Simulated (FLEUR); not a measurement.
# PbSe (Clausthalite) (Fm-3m) in FLEUR: settings compared, part 2 of 2

FLEUR MaX-R8.1 (later development tree). The steps go on from the part before.

## Step 3: Equation of state, r2SCAN, 26.95 Å³/atom (volume scaled by 0.94)

Changes to inp.xml since step 2:

```diff
@@ -7,5 +7,8 @@
       <cutoffs Kmax="4.1" Gmax="12.7" GmaxXC="12.7" numbands="0"/>
-      <scfLoop itmax="60" minDistance="0.00001" maxIterBroyd="15" imix="Anderson" alpha="0.05" precondParam="0.0" spinf="2.0" sdNocoIR="T"/>
-      <coreElectrons ctail="T" frcor="F" kcrel="0" coretail_lmax="0"/>
-      <xcFunctional name="PBEs" relativisticCorrections="F"/>
+      <scfLoop itmax="80" minDistance="0.0001" maxIterBroyd="30" imix="Anderson" alpha="0.05" precondParam="0.0" spinf="2.0" sdNocoIR="T"/>
+      <coreElectrons ctail="F" frcor="F" kcrel="0" coretail_lmax="0"/>
+      <xcFunctional name="LibXC" relativisticCorrections="F">
+         <LibXCName exchange="mgga_x_r2scan" correlation="mgga_c_r2scan"/>
+         <AuxGGA exchange="117" correlation="130"/>
+      </xcFunctional>
       <magnetism jspins="1"/>
@@ -24,3 +27,3 @@
       <xi:include xmlns:xi="http://www.w3.org/2001/XInclude" href="sym.xml"> </xi:include>
-      <bulkLattice scale="1.0">
+      <bulkLattice scale="0.9795861087">
          <bravaisMatrix>
@@ -50,3 +53,3 @@
       <species name="Selenium (Se)" element="Se" atomicNumber="34">
-         <mtSphere radius="2.46" gridPoints="813" logIncrement="0.015"/>
+         <mtSphere radius="2.39" gridPoints="813" logIncrement="0.015"/>
          <atomicCutoffs lmax="10" lnonsphr="10"/>
```

Potentials or basis: all-electron, FLAPW.

Launch:

```console
$ inpgen -f crystal.txt -profile fastHighL
$ # inp.xml edited to the form shown
$ fleur_MPI
```

Run time: 71 s. Hardware: 1 thread of Intel Xeon Platinum 8259CL at 2.50GHz (Skylake/Cascade Lake), shared host; peak memory 0.09 GiB.

Results (log left out):

- Free energy: -635566.4681 eV
- Band gap on the k mesh: 0.35 eV, direct
- Valence electrons inside the program's atomic spheres: Pb 17.96; Se 14.51 (radii Pb 2.66, Se 2.39 bohr)

Caveat: the meta-GGA is that of a development version, with a GGA for the radial functions and cores and without core tails; spin-orbit coupling is left out, which as a rule narrows the gap of such compounds by several tenths of an eV.

## Step 4: Equation of state, r2SCAN, 27.52 Å³/atom (volume scaled by 0.96)

Changes to inp.xml since step 3:

```diff
@@ -27,3 +27,3 @@
       <xi:include xmlns:xi="http://www.w3.org/2001/XInclude" href="sym.xml"> </xi:include>
-      <bulkLattice scale="0.9795861087">
+      <bulkLattice scale="0.9864848297">
          <bravaisMatrix>
```

Launch:

```console
$ inpgen -f crystal.txt -profile fastHighL
$ # inp.xml edited to the form shown
$ fleur_MPI
```

It took 77 s on 1 thread of Intel Xeon Platinum 8259CL at 2.50GHz (Skylake/Cascade Lake), shared host; peak memory 0.09 GiB.

It converged, with:

| Item | Value |
| --- | --- |
| Free energy | -635566.5032 eV |
| Band gap on the k mesh | 0.43 eV, direct |
| Valence electrons inside the program's atomic spheres | Pb 17.94; Se 14.50 (radii Pb 2.66, Se 2.39 bohr) |

Caveat: the meta-GGA is that of a development version, with a GGA for the radial functions and cores and without core tails; spin-orbit coupling is left out, which as a rule narrows the gap of such compounds by several tenths of an eV.

## Step 5: Equation of state, r2SCAN, 28.67 Å³/atom

Changes to inp.xml since step 4:

```diff
@@ -27,3 +27,3 @@
       <xi:include xmlns:xi="http://www.w3.org/2001/XInclude" href="sym.xml"> </xi:include>
-      <bulkLattice scale="0.9864848297">
+      <bulkLattice scale="1.0000000000">
          <bravaisMatrix>
```

Launch:

```console
$ inpgen -f crystal.txt -profile fastHighL
$ # inp.xml edited to the form shown
$ fleur_MPI
```

It took 80 s on 1 thread of Intel Xeon Platinum 8259CL at 2.50GHz (Skylake/Cascade Lake), shared host; peak memory 0.09 GiB.

The run converged. Its results:

* Free energy: -635566.5435 eV
* Band gap on the k mesh: 0.58 eV, direct
* Valence electrons inside the program's atomic spheres: Pb 17.90; Se 14.48 (radii Pb 2.66, Se 2.39 bohr)

Caveat: the meta-GGA is that of a development version, with a GGA for the radial functions and cores and without core tails; spin-orbit coupling is left out, which as a rule narrows the gap of such compounds by several tenths of an eV.

## Step 6: Equation of state, r2SCAN, 29.82 Å³/atom (volume scaled by 1.04)

Changes to inp.xml since step 5:

```diff
@@ -27,3 +27,3 @@
       <xi:include xmlns:xi="http://www.w3.org/2001/XInclude" href="sym.xml"> </xi:include>
-      <bulkLattice scale="1.0000000000">
+      <bulkLattice scale="1.0131594038">
          <bravaisMatrix>
```

Potentials or basis: all-electron, FLAPW.

Launch:

```console
$ inpgen -f crystal.txt -profile fastHighL
$ # inp.xml edited to the form shown
$ fleur_MPI
```

Run time: 84 s. Hardware: 1 thread of Intel Xeon Platinum 8259CL at 2.50GHz (Skylake/Cascade Lake), shared host; peak memory 0.09 GiB.

The run converged. Its results:

- Free energy: -635566.5502 eV
- Band gap on the k mesh: 0.71 eV, direct
- Valence electrons inside the program's atomic spheres: Pb 17.88; Se 14.45 (radii Pb 2.66, Se 2.39 bohr)

Caveat: the meta-GGA is that of a development version, with a GGA for the radial functions and cores and without core tails; spin-orbit coupling is left out, which as a rule narrows the gap of such compounds by several tenths of an eV.

## Step 7: Equation of state, r2SCAN, 30.39 Å³/atom (volume scaled by 1.06)

Changes to inp.xml since step 6:

```diff
@@ -27,3 +27,3 @@
       <xi:include xmlns:xi="http://www.w3.org/2001/XInclude" href="sym.xml"> </xi:include>
-      <bulkLattice scale="1.0131594038">
+      <bulkLattice scale="1.0196128224">
          <bravaisMatrix>
```

Launch:

```console
$ inpgen -f crystal.txt -profile fastHighL
$ # inp.xml edited to the form shown
$ fleur_MPI
```

Run time: 88 s. Hardware: 1 thread of Intel Xeon Platinum 8259CL at 2.50GHz (Skylake/Cascade Lake), shared host; peak memory 0.09 GiB.

The run converged. Its results:

* Free energy: -635566.5432 eV
* Band gap on the k mesh: 0.76 eV, direct
* Valence electrons inside the program's atomic spheres: Pb 17.86; Se 14.44 (radii Pb 2.66, Se 2.39 bohr)

Caveat: the meta-GGA is that of a development version, with a GGA for the radial functions and cores and without core tails; spin-orbit coupling is left out, which as a rule narrows the gap of such compounds by several tenths of an eV.

## Step 8: Equation of state, r2SCAN

Potentials or basis: all-electron, FLAPW.

No new run: the results of the series are fitted here.

Results:

```
Equilibrium volume : 29.50 Å³/atom
Bulk modulus       : 51 GPa
```

Energy against volume, from the lowest point:
```
volume (Å³/atom)  energy (meV/atom)
          26.951              41.03
          27.524              23.49
          28.671               3.34
          29.818               0.00
          30.391               3.52
```

Caveat: the meta-GGA is that of a development version, with a GGA for the radial functions and cores and without core tails. The run has no spin-orbit coupling, so splittings on Pb are missing.

## Step 9: Against experiment

Step 2. Measured gap of PbSe: 0.15 eV (direct; 4.2 K; a printed reference work, monograph). This calculation gives 0.20 eV (+0.05 eV). 2 values of this kind are on record (0.15 to 0.28 eV); this one was drawn at random. Spin-orbit coupling on Pb, Se is left out. The value is that of PBEsol, without temperature or zero-point motion.

Step 8. The cell as given is a measured one (28.67 Å³/atom); r2SCAN puts the equilibrium volume +2.9 % from it, thermal expansion not counted.
